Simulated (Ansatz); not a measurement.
Runs of Ansatz 0.2.0 on InPd. Symmetry: Pm-3m, No. 221, cubic system. Conventional cell: a = 3.272 Å, b = 3.272 Å, c = 3.272 Å, α = 90.00°, β = 90.00°, γ = 90.00°. Around In (site symmetry m-3m) lie 8 Pd at 2.83 Å. Pd (site symmetry m-3m) is surrounded by 8 In at 2.83 Å. The cell comes from a database or a generator and needn't be the stable form of this composition.

| task | level | cell | smearing | gap on the mesh (eV) | pressure (GPa) | relaxed volume (Å³/atom) |
| --- | --- | --- | --- | --- | --- | --- |
| relaxation of cell and atoms | PBE+D3(BJ) | relaxed | fermi-dirac 0.05 eV | none | 0.0 | 17.31 |
| relaxation of cell and atoms | RPBE+D3(BJ) | relaxed | fermi-dirac 0.05 eV | none | 0.0 | 14.82 |
| relaxation of cell and atoms | revPBE+D3(BJ) | relaxed | fermi-dirac 0.05 eV | none | 0.0 | (b) |
| relaxation of cell and atoms | PBEsol+D4 | relaxed | fermi-dirac 0.05 eV | none | 0.0 | 16.81 |
| relaxation of cell and atoms | PBEsol+D3(BJ) | relaxed | fermi-dirac 0.05 eV | none | 0.0 | 16.50 |
| relaxation of cell and atoms | RPBE+D4 | relaxed | fermi-dirac 0.05 eV | none | 0.0 | 17.46 |
| single point | PBE | as given | gaussian 0.025 eV | none | 3.7 | - |
| relaxation of cell and atoms | BLYP+D3(BJ) | relaxed | fermi-dirac 0.05 eV | none | 0.0 | (a) |

Alike in all rows: potentials or basis Ansatz PAW; no spin polarisation; k mesh 8 × 8 × 8; cutoff (eV) 420.

Problem. Estimate the missing entries.

Solution. (a) 17.41; (b) 17.03.

Caveats: the plane-wave basis is chosen anew once the cell has moved, so the energies of steps on either side of that aren't comparable (some runs); pairwise dispersion overbinds metals, which lowers pressure and volume (some runs); the PAW data sets come from PBE, with cores solved anew for the run's functional, which leaves a small shift of forces and pressure (some runs); the volume moved by over 15 % at a fixed basis, so the end points are rough (some runs).

A k mesh can miss the band edges, and the runs leave out spin-orbit coupling on In, Pd.

A gap of «none» marks a metal or a gap under the smearing width.
